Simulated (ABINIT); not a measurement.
Input of an ABINIT 10.8.3 (patched build) run:

The input run.abi:

```
# Pseudopotentials
pp_dirpath "./"
pseudos "Ge.upf"

# Structure
acell 3*1.0 Angstrom
rprim
    -2.5744897190     2.5744897190     1.3974126432
     2.5744897190    -2.5744897190     1.3974126432
     2.5744897190     2.5744897190    -1.3974126432
ntypat 1
znucl 32
natom 2
typat 1 1
xcart
     0.0000000000     0.0000000000     1.3974126432
     2.5744897190     0.0000000000     0.6987063216 Angstrom

# Plane-wave basis
ecut 35.0

# k points
kptopt 1
ngkpt 8 8 8
nshiftk 1
shiftk 0.0 0.0 0.0

# Exchange and correlation
ixc 7

# Bands and occupations
nband 18
occopt 3
tsmear 0.05 eV

# SCF cycle
nstep 100
tolvrs 1.0e-10

# Output
iomode 3
prtwf 0
prtden 0
prteig 0
prtebands 0
enunit 2
```

Potentials or basis: PseudoDojo NC SR LDA v0.4.1 standard.

Run with:

```console
$ mpirun --bind-to none -np 4 abinit run.abi > log 2>&1
```

(1) Estimate the band gap on the k mesh.

## Answers

(1) none (metal or under the smearing width).
